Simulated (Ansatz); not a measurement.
**SnO₂: strain energy, fitted**

SnO₂, P4_2/mnm, a = 4.769 Å, c = 3.212 Å. Ansatz: PBEsol, PAW, 420 eV, Γ-centred 6×6×8 mesh on 6 atoms, Gaussian smearing 0.02 eV; no spin polarisation. Series: uniaxial strain along c, with a, b and atoms relaxed; x is the strain in per cent. y is the free energy over the unstrained cell, V0 = 12.177 Å³/atom.

| x (%) | y (meV/atom) |
| --- | --- |
| -6.0 | ? |
| -4.0 | 19.96 |
| -2.0 | 4.78 |
| 0.0 | 0.00 |
| 2.0 | 4.30 |
| 4.0 | 16.50 |
| 6.0 | 35.31 |

Problem. Fit y = c2 x² + c3 x³ to the other rows, turn c2 into a modulus, and predict the missing energy.

Solution. Least squares on the rows shown. y = 1.1402 x² − 0.026643 x³. In eV per unit strain² c2 is 11.40; this is Young's modulus along the axis (E = ½ Y V0 ε²): 2 × 11.40 × 160.2 / (12.177) = 300 GPa. At x = -6.0 the fit asked for gives 46.80 meV/atom. The run gave 47.13 meV/atom, so the fit is 0.33 meV/atom too low, 0.7 % of the span of the series, against an rms of 0.03 meV/atom on the fitted rows. The row lies outside the fitted range. With a term in x⁴ added, a fit to the same known rows predicts 47.02 meV/atom, so most of the miss is curvature that the known rows already hold.